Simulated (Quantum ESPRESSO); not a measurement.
HfB2: Wannier functions under several settings

```xyz
3
Lattice="3.1400 0.0000 0.0000 -1.5700 2.7193 0.0000 0.0000 0.0000 3.4800" Properties=species:S:1:pos:R:3 pbc="T T T"
Hf    0.0000    0.0000    0.0000
B     1.5700    0.9064    1.7400
B     0.0000    1.8129    1.7400
```

All runs used Quantum ESPRESSO 7.5; potentials PseudoDojo 0.4.1 SR PBEsol standard; k mesh 8 × 8 × 6; given cell; no spin polarisation; cutoff 1034 eV; occupations fermi-dirac, width 0.05 eV.

```csv
level,start,Wannier mesh,spread a function (Å²),RMS miss of the bands (meV)
PBEsol,atomic projections with disentanglement,6 × 6 × 5,1.02,40
PBEsol,"atomic projections with disentanglement, not minimised",6 × 6 × 5,1.40,42
PBEsol,SCDM with an erfc weight,6 × 6 × 5,?,?
```

What stands in the row left open?

Spread a function 1.92 Å²; RMS miss of the bands 89 meV.

For the row left open. Caveat: the k mesh is coarse.
